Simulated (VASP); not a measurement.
# Al16N15 (a cell with a defect) in VASP: notebook

The runs below take Al16N15 (a cell with a defect) through single point, with LDA, PBEsol.

Program: VASP 6.6.1. These are calculated values, not measurements. Logs are shortened: lines on timing, memory, paths and dates and some standing lists are left out, and cuts for length are marked.

## Step 1: The structure

The cell holds a defect, 31 atoms: a = 6.220 Å, b = 6.220 Å, c = 9.960 Å, α = 90.00°, β = 90.00°, γ = 120.00°.

## Step 2: Single point, LDA, collinear spin, ferromagnetic start

File INCAR:

```
SYSTEM = Al16N15
ALGO     = Normal         ! electronic algorithm
EDIFF    = 1E-5           ! SCF threshold, eV
ENCUT    = 450            ! plane-wave cutoff, eV
ISIF     = 2              ! what is computed and relaxed
ISMEAR   = 0              ! smearing method
ISPIN    = 2              ! spin polarisation
ISYM     = 0            
KPAR     = 4            
LASPH    = .True.         ! aspherical terms in the spheres
LCHARG   = .False.        ! write CHGCAR
LORBIT   = 11             ! projections on sites
LREAL    = Auto         
LWAVE    = .False.        ! write WAVECAR
MAGMOM   = -0.6 0 0 0 0 0 0 0 -0.6 0 -0.6 0 -0.6 0 0 0 0 0 0 0 0 0 0 0 0 0 0 0 0 0 0 ! initial moments
NELECT   = 122.0        
NELM     = 120            ! most SCF steps
NUPDOWN  = 0              ! fixed moment
PREC     = Accurate       ! precision mode
SIGMA    = 0.03           ! smearing width, eV
```

File KPOINTS:

```
k-points
0
Gamma
  3 3 2
  0 0 0
```

File POSCAR:

```
Al16N15                                 
1.0
    6.2200008610      0.0000000000      0.0000000000
   -3.1100004305      5.3866787572      0.0000000000
    0.0000000000      0.0000000000      9.9600000000
  Al              N             
    16    15
Direct
     0.3324441807220634    0.1670222904460495    0.9902093300071012
     0.3327265494305967    0.1676771483052031    0.5018753515674473
     0.3345407145727990    0.6681962535503366    0.9991702466750835
     0.3340209617225492    0.6685076778840678    0.5009248803988815
     0.8314696820365685    0.1649531523478054    0.9991785303756646
     0.8322679576579348    0.1666362135653104    0.5009762172766137
     0.8312936156436743    0.6681911471845400    0.9991907897432344
     0.8320749221741381    0.6683098851620971    0.5009638449121885
     0.1627057646451379    0.3373535192136727    0.2513589831202123
     0.1658251585741052    0.3344126663944044    0.7495553140228143
     0.1628582866031586    0.8285322413341634    0.2512918411547744
     0.1653434733481828    0.8328610381690433    0.7496489715920203
     0.6720822517041342    0.3375441725069583    0.2514720537961099
     0.6667785160658579    0.3340824447957099    0.7497403419101873
     0.6657610642748373    0.8344299649378926    0.2521673575205755
     0.6661724849799630    0.8340440295217320    0.7495063571443937
     0.3325996733513963    0.1670463059225680    0.6926659230455211
     0.3339298226945201    0.6684389855528833    0.1904533386064916
     0.3321347378730060    0.6670945898330857    0.6914501765325334
     0.8315781919467155    0.1661289712349081    0.1904887806674826
     0.8333038975607228    0.1680307176749841    0.6914779551716163
     0.8317354022770925    0.6685584938951283    0.1904558432626904
     0.8327730226746619    0.6666882938294342    0.6914924471320006
     0.1669525874115358    0.3337401230900012    0.4398521132985050
     0.1657444306719788    0.3340057591334965    0.9430902788073854
     0.1667613062520562    0.8359643529369014    0.4398383530278433
     0.1654418507974028    0.8333084227159828    0.9431010047368388
     0.6645679533053446    0.3336363669876948    0.4399454417326071
     0.6662127600190825    0.3338486910382684    0.9432147224249068
     0.6660712532949563    0.8345245916908898    0.4414990581112244
     0.6657465257138040    0.8338214891447888    0.9406581522250522
```

Potentials or basis: VASP PAW LDA potentials, release 64 (Al, N).

Started as:

```sh
> cat potpaw_LDA.64/Al/POTCAR potpaw_LDA.64/N/POTCAR > POTCAR
> mpirun -np 4 vasp_std > vasp.out
```

OUTCAR:

```text
SYSTEM = Al16N15
   EDIFF = 1E-5
   ENCUT = 450
   ISIF = 2
   ISMEAR = 0
   ISPIN = 2
   ISYM = 0
   LASPH = .True.
   LORBIT = 11
   LREAL = Auto
   NELECT = 122.0
   NELM = 120
   NUPDOWN = 0
   PREC = Accurate

 ion  position               nearest neighbor table
   1  0.332  0.167  0.990-  25 1.86  29 1.86  27 1.86  14 3.00  12 3.00  10 3.00   3 3.11   5 3.11
                             7 3.11   7 3.11   5 3.11   3 3.11  11 3.18  13 3.18   9 3.18
   2  0.333  0.168  0.502-  26 1.89  28 1.89  24 1.89  17 1.90  10 3.05  14 3.05  12 3.06  13 3.09
                            11 3.09   9 3.09   4 3.11   6 3.11   8 3.11   8 3.11   6 3.11   4 3.11
   3  0.335  0.668  0.999-  31 1.88  25 1.88  27 1.88  18 1.91  16 3.06  12 3.07  10 3.07   9 3.08
                            11 3.08  15 3.09   7 3.09   5 3.09   1 3.11   1 3.11   5 3.13   7 3.13
   4  0.334  0.669  0.501-  30 1.88  19 1.90  26 1.90  24 1.90  16 3.05  15 3.05  12 3.06   9 3.06
                            11 3.06  10 3.06   8 3.10   6 3.10   2 3.11   2 3.11   6 3.12   8 3.12
   5  0.831  0.165  0.999-  31 1.88  29 1.88  25 1.89  20 1.91  16 3.06  14 3.07  10 3.07   9 3.08
                            13 3.08  15 3.09   7 3.09   3 3.09   1 3.11   1 3.11   3 3.13   7 3.13
   6  0.832  0.167  0.501-  30 1.88  21 1.90  28 1.90  24 1.90  16 3.06  15 3.06   9 3.06  14 3.06
                            13 3.06  10 3.06   4 3.10   8 3.10   2 3.11   2 3.11   8 3.12   4 3.12
   7  0.831  0.668  0.999-  31 1.88  27 1.88  29 1.89  22 1.91  16 3.06  14 3.07  12 3.07  13 3.08
                            11 3.08  15 3.09   5 3.09   3 3.09   1 3.11   1 3.11   3 3.13   5 3.13
   8  0.832  0.668  0.501-  30 1.89  23 1.90  28 1.90  26 1.90  16 3.05  15 3.06  13 3.06  12 3.06
                            11 3.06  14 3.06   4 3.10   6 3.10   2 3.11   2 3.11   6 3.12   4 3.12
   9  0.163  0.337  0.251-  24 1.88  18 1.88  20 1.88  13 3.05  11 3.05   6 3.06   4 3.06   3 3.08
[... 16 lines left out ...]
  18  0.334  0.668  0.190-   9 1.88  11 1.88  15 1.89   3 1.91
  19  0.332  0.667  0.691-  12 1.88  10 1.88  16 1.89   4 1.90
  20  0.832  0.166  0.190-  13 1.88   9 1.88  15 1.89   5 1.91
  21  0.833  0.168  0.691-  10 1.88  14 1.88  16 1.89   6 1.90
  22  0.832  0.669  0.190-  11 1.88  13 1.88  15 1.89   7 1.91
  23  0.833  0.667  0.691-  12 1.88  14 1.88  16 1.89   8 1.90
  24  0.167  0.334  0.440-   9 1.88   2 1.89   6 1.90   4 1.90
  25  0.166  0.334  0.943-   1 1.86   3 1.88   5 1.89  10 1.93
  26  0.167  0.836  0.440-  11 1.88   2 1.89   8 1.90   4 1.90
  27  0.165  0.833  0.943-   1 1.86   7 1.88   3 1.88  12 1.93
  28  0.665  0.334  0.440-  13 1.88   2 1.89   8 1.90   6 1.90
  29  0.666  0.334  0.943-   1 1.86   5 1.88   7 1.89  14 1.93
  30  0.666  0.835  0.441-   4 1.88   6 1.88   8 1.89  15 1.89
  31  0.666  0.834  0.941-   5 1.88   7 1.88   3 1.88  16 1.90

IMPORTANT INFORMATION: All symmetrisations will be switched off!
NOSYMM: (Re-)initialisation of all symmetry stuff for point group C_1.

----------------------------------------------------------------------------------------

                                     Primitive cell

  volume of cell :     333.7113

  direct lattice vectors                    reciprocal lattice vectors
     6.220000861  0.000000000  0.000000000     0.160771682  0.092821574  0.000000000
    -3.110000430  5.386678757  0.000000000     0.000000000  0.185643148  0.000000000
     0.000000000  0.000000000  9.960000000     0.000000000  0.000000000  0.100401606

  length of vectors
     6.220000861  6.220000861  9.960000000     0.185643148  0.185643148  0.100401606

  position of ions in fractional coordinates (direct lattice)
     0.332444181  0.167022290  0.990209330
     0.332726549  0.167677148  0.501875352
     0.334540715  0.668196254  0.999170247
     0.334020962  0.668507678  0.500924880
     0.831469682  0.164953152  0.999178530
     0.832267958  0.166636214  0.500976217
[... 23 lines left out ...]
     0.666071253  0.834524592  0.441499058
     0.665746526  0.833821489  0.940658152

  ion indices of the primitive-cell ions
   primitive index   ion index
                 1           1
                 2           2
                 3           3
                 4           4
                 5           5
                 6           6
[... 23 lines left out ...]
                30          30
                31          31

----------------------------------------------------------------------------------------

 KPOINTS: k-points

Automatic generation of k-mesh.
 Grid dimensions read from file:
 generate k-points for:    3    3    2

 Generating k-lattice:
[... 42 lines left out ...]
   LNONCOLLINEAR =      F non collinear calculations
   LSORBIT =      F    spin-orbit coupling
   LASPH  =      T    aspherical Exc in radial PAW
   ENCUT  =  450.0 eV  33.07 Ry    5.75 a.u.  10.76 10.76 17.23*2*pi/ulx,y,z
   NELM   =    120;   NELMIN=  2; NELMDL= -5     # of ELM steps
[... 22 lines left out ...]
  Fermi-wavevector in a.u.,A,eV,Ry     =   1.170589  2.212093 18.643777  1.370279
  Thomas-Fermi vector in A             =   2.307045
   LORBIT       =     11    0 simple, 1 ext, 2 COOP (PROOUT), +10 PAW based schemes
   GGA     = CA    functional components
   LHFCALC =     F    Hartree Fock is set to
   AEXX    =    0.0000 exact exchange contribution
   IVDW    =     0    specifies the selected vdW correction
   LEPSILON=     F    determine dielectric tensor
   LRPA    =     F    only Hartree local field effects (RPA)
 spin polarized calculation
 Gauss-broadening in eV      SIGMA  =   0.03
  energy-cutoff  :      450.00
  volume of cell :      333.71
 maximum number of plane-waves:      7283
 NGX is ok and might be reduce to    48
   NGX = 21   NGY = 21   NGZ = 35

 number of electron     122.0000008 magnetization       0.0008422

 number of electron     122.0000008 magnetization      -0.0013155

 Free energy of the ion-electron system (eV)
  ---------------------------------------------------
  ext. energy  EPLUGINS =         0.00000000
  ---------------------------------------------------
  free energy    TOTEN  =      -256.72029883 eV

  energy without entropy =     -256.72029883  energy(sigma->0) =     -256.72029883

 E-fermi :   6.5381     XC(G=0): -11.0954

 val. band max:        6.3889126931   @ k =   0.3333   0.3333   0.0000
 cond. band min:       9.3000549077   @ k =   0.3333   0.0000   0.0000
 fundamental gap:      2.9111422146
 Fermi energy:         6.5381318244

 spin component 1

 k-point     1 :       0.0000    0.0000    0.0000
  band No.  band energies     occupation
      1      -9.1810      1.00000
      2      -8.3669      1.00000
      3      -8.2488      1.00000
      4      -7.3231      1.00000
      5      -7.3212      1.00000
      6      -7.1422      1.00000
[... 749 lines left out ...]
     72      12.8443      0.00000
     73      12.9398      0.00000
 Fermi energy:         6.5381318244

 spin component 2

 k-point     1 :       0.0000    0.0000    0.0000
  band No.  band energies     occupation
      1      -9.1810      1.00000
      2      -8.3670      1.00000
      3      -8.2489      1.00000
      4      -7.3231      1.00000
      5      -7.3212      1.00000
      6      -7.1423      1.00000
[... 749 lines left out ...]
     72      12.8443      0.00000
     73      12.9397      0.00000
 [bands above 73 left out]

------------------------ aborting loop because EDIFF is reached ----------------------------------------

  FORCE on cell =-STRESS in cart. coord.  units (eV):
  Direction    XX          YY          ZZ          XY          YZ          ZX
  --------------------------------------------------------------------------------------
  -------------------------------------------------------------------------------------
  Total      -19.5368438    -19.5664640    -20.7799089     -0.0046247      0.0231487      0.0011308
  in kB      -93.7981186    -93.9403278    -99.7661841     -0.0222036      0.1111390      0.0054289
  external PRESSURE =     -95.8348768 kB  Pullay stress =       0.0000000 kB

 VOLUME and BASIS-vectors are now :
 -----------------------------------------------------------------------------
  energy-cutoff  :      450.00
  volume of cell :      333.71
      direct lattice vectors                 reciprocal lattice vectors
     6.220000861  0.000000000  0.000000000     0.160771682  0.092821574  0.000000000
    -3.110000430  5.386678757  0.000000000     0.000000000  0.185643148  0.000000000
     0.000000000  0.000000000  9.960000000     0.000000000  0.000000000  0.100401606

 POSITION                                       TOTAL-FORCE (eV/Angst)
 -----------------------------------------------------------------------------------
      1.54836      0.89970      9.86248         0.001000      0.003574     -0.148464
      1.54808      0.90322      4.99868        -0.000190     -0.000736      0.017825
      0.00275      3.59936      9.95174        -0.002020      0.001869      0.013486
     -0.00145      3.60104      4.98921         0.000101     -0.011735      0.009589
      4.65874      0.88855      9.95182         0.001115      0.013136      0.018084
      4.65847      0.89762      4.98972         0.003153     -0.009979      0.005371
[... 23 lines left out ...]
      1.54759      4.49532      4.39733         0.006532     -0.003495     -0.011247
      1.54776      4.49153      9.36896         0.004964      0.000099     -0.007452
 -----------------------------------------------------------------------------------
    total drift:                                0.010376     -0.005432     -0.007666

  FREE ENERGIE OF THE ION-ELECTRON SYSTEM (eV)
  ---------------------------------------------------
  free  energy   TOTEN  =      -256.7202988260 eV

  energy  without entropy=     -256.7202988260  energy(sigma->0) =     -256.72029883

 total charge

# of ion       s       p       d       tot
------------------------------------------
    1        0.384   0.426   0.000   0.810
    2        0.371   0.445   0.000   0.816
    3        0.372   0.449   0.000   0.821
    4        0.371   0.443   0.000   0.814
    5        0.372   0.449   0.000   0.821
    6        0.371   0.443   0.000   0.814
[... 23 lines left out ...]
   30        1.215   2.607   0.000   3.821
   31        1.215   2.609   0.000   3.823
--------------------------------------------------
tot         24.234  45.954   0.000  70.188

 magnetization (x)

# of ion       s       p       d       tot
------------------------------------------
    1       -0.000  -0.000   0.000  -0.000
    2       -0.000  -0.000   0.000  -0.000
    3       -0.000  -0.000   0.000  -0.000
    4       -0.000  -0.000   0.000  -0.000
    5       -0.000  -0.000   0.000  -0.000
    6       -0.000  -0.000   0.000  -0.000
[... 23 lines left out ...]
   30        0.000   0.000   0.000   0.000
   31        0.000   0.000   0.000   0.000
--------------------------------------------------
tot         -0.000   0.000   0.000   0.000
```

Wall time 3.1 min (4 MPI ranks of Intel Xeon 6975P-C (Granite Rapids), shared host); peak memory 0.5 GiB.

What came out:

```yaml
Free_energy: -256.7203 eV
Largest_force: 0.165 eV/Å
Net_moment: 0.00 μB per cell
Valence_electrons_inside_the_program's_atomic_spheres: Al 0.81, 0.82, 0.79; N 3.81, 3.82
```

Forces in eV/Å, atoms in the order of the input:
```
Al   0.001  0.004 -0.148
Al   0.000 -0.001  0.018
Al  -0.002  0.002  0.013
Al   0.000 -0.012  0.010
Al   0.001  0.013  0.018
Al   0.003 -0.010  0.005
Al   0.004 -0.003  0.012
Al  -0.001 -0.001  0.010
Al  -0.125  0.078  0.061
Al  -0.009  0.009  0.011
Al   0.004 -0.152  0.064
Al   0.004  0.004 -0.001
Al   0.124  0.073  0.052
Al  -0.003  0.010 -0.009
Al   0.006 -0.010  0.011
Al  -0.012 -0.008  0.014
N    0.002  0.009  0.002
N    0.002 -0.006  0.000
N    0.000 -0.003 -0.016
N    0.015  0.005 -0.004
N   -0.015 -0.003 -0.015
N    0.001 -0.011  0.004
N    0.002  0.009 -0.017
N   -0.006 -0.002 -0.005
N    0.009 -0.009 -0.010
N    0.000 -0.006 -0.011
N    0.004  0.020 -0.014
N    0.000  0.001 -0.015
N   -0.023  0.002 -0.022
N    0.007 -0.003 -0.011
N    0.005  0.000 -0.007
```

Caveat: the k mesh is coarse (spacing up to 0.39 Å⁻¹), so the values aren't converged; the cell is charged against a uniform background, so pressure and absolute levels hang on convention; the cutoff is under 1.25 times the usual one of these potentials, so pressure, stress and relaxed cells hold a basis-set (Pulay) error; the moment is held away from its start; the total moment is fixed, so each spin has its own Fermi level.

(Continued in part 2 of 2.)
